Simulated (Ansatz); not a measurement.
# Ni and the effect of the starting magnetic order

```yaml
crystal:
  lattice:
    - [2.44802, 0.00000, 0.00000]
    - [-1.22401, 2.12005, 0.00000]
    - [0.00000, 0.00000, 4.07281]
  atoms:
    - { symbol: Ni, position: [0.66667, 0.33333, 0.75000] }
    - { symbol: Ni, position: [0.33333, 0.66667, 0.25000] }
```

This isn't the form of Ni at room conditions, which is fcc.

Kept alike: task single point; functional PBEsol; k mesh 12 × 12 × 7; occupations fermi-dirac, width 0.05 eV. Program: Ansatz, all-electron LAPW, scalar-relativistic, cutoff 323 eV. The mesh is that of the run's cell of 2 atoms. No spin-orbit coupling.

| starting magnetic order | largest site moment (μB) | moment of the cell (μB) | free energy over the lowest row (meV/atom) |
| --- | --- | --- | --- |
| afm | 0.68 | 1.30 | 0.00 |
| ferri | 0.68 | 1.30 | 0.01 |
| fm | 0.68 | 1.30 | 0.02 |
| off | 0.00 | 0.00 | 46.65 |

For a metal such a mesh leaves the last digits unconverged. Moments of the cell are magnitudes, and a label names the start alone. The runs hold the magnetic state that their start led to, which needn't be the lowest. The row without spin has no moments by construction. Site moments count inside each atom's sphere or projector.

Question: What does the starting magnetic order change here?

Answer: The largest site moment runs from 0.00 (off) to 0.68 μB (afm; ferri; fm). The moment of the cell runs from 0.00 (off) to 1.30 μB (afm; ferri; fm). The free energy is lowest at afm; ferri; fm, and 46.65 meV an atom higher at off. Starts that end at one energy have found one state: afm; ferri; fm.
